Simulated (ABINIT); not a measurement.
V:

```
CELL_PARAMETERS angstrom
-1.51435 1.51435 1.51435
1.51435 -1.51435 1.51435
1.51435 1.51435 -1.51435
ATOMIC_POSITIONS crystal
V 0.00000 0.00000 0.00000
```

Base run:

| Quantity | Value |
| --- | --- |
| Program | ABINIT 10.8.3 (patched build) |
| Functional | PBE |
| Potentials or basis | JTH PAW PBE v2.0 |
| Cutoff | 408 eV |
| k mesh | 12 × 12 × 12 |
| Occupations | fermi-dirac, width 0.05 eV |
| Spin | collinear spin, ferromagnetic start |
| Starting moments | [2.0] μB |

Its results: band gap on the k mesh none (metal or under the smearing width); pressure -4.9 GPa; net moment 0.00 μB per cell.

Task: The run is repeated on the same cell with these changes: functional from PBE to BLYP. What comes out?

Result: Band gap on the k mesh none (metal or under the smearing width); pressure -0.1 GPa; net moment 0.00 μB per cell.

BLYP binds less tightly than PBE, so the same cell stands under more pressure.

Caveats: the PAW data sets were made with another functional, which shifts forces and pressure a little (some runs).

Not every run made on this cell is shown here.
